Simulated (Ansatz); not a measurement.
Working through a relaxation of the ions of CdF₂, space group Fm-3m

Program: Ansatz 0.2.0 through its Python package.

Notebook, run cell by cell (the value of a cell's last expression is shown):

```python
from pathlib import Path
import warnings

import ansatz as az
from ase import Atoms
from ase.io import write
from ase.neighborlist import neighbor_list
import matplotlib.pyplot as plt
import numpy as np
```

```python
warnings.simplefilter("ignore", az.DeckWarning)
```

```python
lattice = az.Lattice.of(
    (0.0, 2.694, 2.694),
    (2.694, 0.0, 2.694),
    (2.694, 2.694, 0.0),
)
sites = [
    ("Cd", (0.0, 0.0, 0.0)),
    ("F", (0.25, 0.25, 0.25)),
    ("F", (0.75, 0.75, 0.75)),
]
xtal = az.Crystal(lattice=lattice)
for symbol, position in sites:
    xtal = xtal.atom(symbol, position)
```

```python
setup = (
    xtal.calculation()
    .kpoints(density=2.5)
    .occupations(az.OccupationsMethod.FERMI_DIRAC, width=0.1)
    .functional("PBE")
    .pseudopotentials("nc")
    .relax(force_tolerance=0.1, random_displacement=True, displacement_amplitude=0.05, displacement_seed=624)
    .density()
    .electron_localization_function()
    .output_files(volumetric_format="npy")
)
steps = []


def follow(event):
    if event["event"] != "relax_step":
        return
    row = event["data"]
    steps.append(row)
    print(f"step {row['step']:3d}  E = {row['lagrangian_ev']:.5f} eV  Fmax = {row['allowed_force_max_ev_ang']:.4f} eV/A")


done = setup.session().plan(threads=1).execute(on_event=follow)
rep = done.report
```

    step   1  E = -6135.34414 eV  Fmax = 0.2994 eV/A
    step   2  E = -6135.36043 eV  Fmax = 0.1965 eV/A
    step   3  E = -6135.36481 eV  Fmax = 0.0023 eV/A

```python
sorted(key for key in rep if key.endswith("_ev"))
```

    ['eigenvalues_ev', 'energy_sigma0_ev', 'entropy_ts_ev', 'fermi_energy_ev', 'free_energy_ev',
     'gap_by_band_count_ev', 'harris_foulkes_ev', 'internal_energy_ev', 'lagrangian_above_aufbau_ev',
     'lagrangian_ev', 'lagrangian_sigma0_ev', 'loop_eigenvalues_ev', 'loop_fermi_energy_ev',
     'occupations_fermi_energy_ev', 'residual_norms_ev']

```python
done.unlabelled_reasons
```

```python
rep["kweights"]
```

    [0.004629629629629629, 0.009259259259259259, 0.009259259259259259, 0.004629629629629629,
     0.009259259259259259, 0.009259259259259259, 0.009259259259259259, 0.009259259259259259,
     0.009259259259259259, 0.009259259259259259, 0.009259259259259259, 0.009259259259259259,
     0.009259259259259259, 0.009259259259259259, 0.009259259259259259, 0.009259259259259259,
     0.004629629629629629, 0.009259259259259259, 0.009259259259259259, 0.004629629629629629,
     0.009259259259259259, 0.009259259259259259, 0.009259259259259259, 0.009259259259259259,
     0.009259259259259259, 0.009259259259259259, 0.009259259259259259, 0.009259259259259259,
     0.009259259259259259, 0.009259259259259259, 0.009259259259259259, 0.009259259259259259,
     0.009259259259259259, 0.009259259259259259, 0.009259259259259259, 0.009259259259259259,
     0.009259259259259259, 0.009259259259259259, 0.009259259259259259, 0.009259259259259259,
     0.009259259259259259, 0.009259259259259259, 0.009259259259259259, 0.009259259259259259,
     0.009259259259259259, 0.009259259259259259, 0.009259259259259259, 0.009259259259259259,
     0.009259259259259259, 0.009259259259259259, 0.009259259259259259, 0.009259259259259259,
     0.009259259259259259, 0.009259259259259259, 0.009259259259259259, 0.009259259259259259,
     0.009259259259259259, 0.009259259259259259, 0.009259259259259259, 0.009259259259259259,
     0.009259259259259259, 0.009259259259259259, 0.009259259259259259, 0.009259259259259259,
     0.009259259259259259, 0.009259259259259259, 0.009259259259259259, 0.009259259259259259,
     0.009259259259259259, 0.009259259259259259, 0.009259259259259259, 0.009259259259259259,
     0.009259259259259259, 0.009259259259259259, 0.009259259259259259, 0.009259259259259259,
     0.009259259259259259, 0.009259259259259259, 0.009259259259259259, 0.009259259259259259,
     0.009259259259259259, 0.009259259259259259, 0.009259259259259259, 0.009259259259259259,
     0.009259259259259259, 0.009259259259259259, 0.009259259259259259, 0.009259259259259259,
     0.009259259259259259, 0.009259259259259259, 0.009259259259259259, 0.009259259259259259,
     0.004629629629629629, 0.009259259259259259, 0.009259259259259259, 0.004629629629629629,
     0.009259259259259259, 0.009259259259259259, 0.009259259259259259, 0.009259259259259259,
     0.009259259259259259, 0.009259259259259259, 0.009259259259259259, 0.009259259259259259,
     0.009259259259259259, 0.009259259259259259, 0.009259259259259259, 0.009259259259259259,
     0.004629629629629629, 0.009259259259259259, 0.009259259259259259, 0.004629629629629629]

```python
first, last = steps[0], steps[-1]
symbols = [site.symbol for site in done.lattice.sites]
print(f"energy gained {first['lagrangian_ev'] - last['lagrangian_ev']:.4f} eV in {len(steps) - 1} steps")
```

    energy gained 0.0207 eV in 2 steps

```python
fig, (top, bottom) = plt.subplots(2, 1, sharex=True, figsize=(4.5, 4))
top.plot([s["lagrangian_ev"] - last["lagrangian_ev"] for s in steps], "o-")
top.set_ylabel("E - E(final) (eV)")
bottom.semilogy([max(s["allowed_force_max_ev_ang"], 1e-6) for s in steps], "s-")
bottom.set(xlabel="step", ylabel="largest force (eV/A)")
fig.tight_layout()
fig.savefig("relax.png", dpi=100)
```

```python
final = Atoms(symbols, positions=last["positions_ang"], cell=done.lattice.cell_ang, pbc=True)
i, j, d = neighbor_list("ijd", final, 4.0)
for atom in range(len(final)):
    near = np.argsort(np.where(i == atom, d, np.inf))[:4]
    print(f"{symbols[atom]}{atom}:", ", ".join(f"{symbols[j[m]]} {d[m]:.3f}" for m in near if i[m] == atom))

relaxed = Atoms(symbols, positions=[site.position_ang for site in done.lattice.sites], cell=done.lattice.cell_ang, pbc=True)
write("relaxed.cif", relaxed, format="cif")
```

    Cd0: F 2.333, F 2.333, F 2.333, F 2.333
    F1: Cd 2.333, Cd 2.333, Cd 2.333, Cd 2.333
    F2: Cd 2.333, Cd 2.333, Cd 2.333, Cd 2.333

```python
print("relaxed fractional positions")
for site in done.lattice.sites:
    print(f"  {site.symbol:2s}", " ".join(f"{v % 1:8.5f}" for v in np.round(site.position_frac, 5)))
```

    relaxed fractional positions
      Cd  0.99289  0.99949  0.00340
      F   0.24300  0.24937  0.25347
      F   0.74292  0.74945  0.75352

```python
energy = rep["free_energy_ev"]
print("CdF2: {:.6f} eV = {:.6f} Ry = {:.6f} Ha".format(energy, energy / 13.605693, energy / 27.211386))
print("Fermi level {:.4f} eV, {} k-points, {} symmetry operations".format(rep["fermi_energy_ev"], rep["n_kpoints"], rep["n_symmetry_ops"]))
```

    CdF2: -6135.364806 eV = -450.941000 Ry = -225.470500 Ha
    Fermi level 8.2503 eV, 112 k-points, 1 symmetry operations

```python
# ELF is 0.5 in a uniform gas and nears 1 where pairs localise
folder = Path(done.write_results("elf"))
elf = np.load(folder / "elf.npy")
peak = np.unravel_index(elf.argmax(), elf.shape)
print(f"largest ELF {elf.max():.3f} at grid fractions", np.round(np.array(peak) / elf.shape, 3))
for level in (0.2, 0.5, 0.7, 0.8, 0.9):
    print(f"share of the cell with ELF over {level}: {np.mean(elf > level):.3f}")
```

    largest ELF 0.859 at grid fractions [0.792 0.583 0.812]
    share of the cell with ELF over 0.2: 0.386
    share of the cell with ELF over 0.5: 0.215
    share of the cell with ELF over 0.7: 0.125
    share of the cell with ELF over 0.8: 0.052
    share of the cell with ELF over 0.9: 0.000

File `relaxed.cif` afterwards:
```cif
data_image0
_chemical_formula_structural       CdF2
_chemical_formula_sum              "Cd1 F2"
_cell_length_a       3.8098913370331178
_cell_length_b       3.8098913370331178
_cell_length_c       3.8098913370331178
_cell_angle_alpha    59.99999999999999
_cell_angle_beta     59.99999999999999
_cell_angle_gamma    59.99999999999999

_space_group_name_H-M_alt    "P 1"
_space_group_IT_number       1

loop_
  _space_group_symop_operation_xyz
  'x, y, z'

loop_
  _atom_site_type_symbol
  _atom_site_label
  _atom_site_symmetry_multiplicity
  _atom_site_fract_x
  _atom_site_fract_y
  _atom_site_fract_z
  _atom_site_occupancy
  Cd  Cd1       1.0  0.9928890623357148  0.9994939908040646  0.003397035455394627  1.0000
  F   F1        1.0  0.2429952972720995  0.2493651703159695  0.2534686974603719  1.0000
  F   F2        1.0  0.7429221208687192  0.7494526442542012  0.7535152347993315  1.0000
```

These settings explore the input space; cutoff and mesh may be short of convergence. Semilocal gaps usually lie well under measured ones. The zero of the levels is a convention of the potentials, so an absolute Fermi energy is no work function. Energies along a relaxation are free energies. A last row that repeats the one before re-solves the same geometry more tightly. The first row is the displaced cell, and groups found at tight tolerances show what the force threshold leaves of the kick. In a crystal with a gap the Fermi level's place inside it depends on smearing and mesh. Densities and potentials on the grid are those of the valence electrons, and inside the cores they hang on the potentials used. The starting cell is as deposited in a crystallographic database; the results hold for this polymorph, which needn't be the stable one. Gaps and levels are Kohn-Sham values on a finite set of k-points, without spin-orbit coupling. Wall time of the script: 110 s on 1 thread of Intel(R) Xeon(R) Platinum 8488C (Sapphire Rapids), with other jobs on the host, peak memory 0.82 GiB.

(Lines on the test bed's own set-up are left out of the output.)
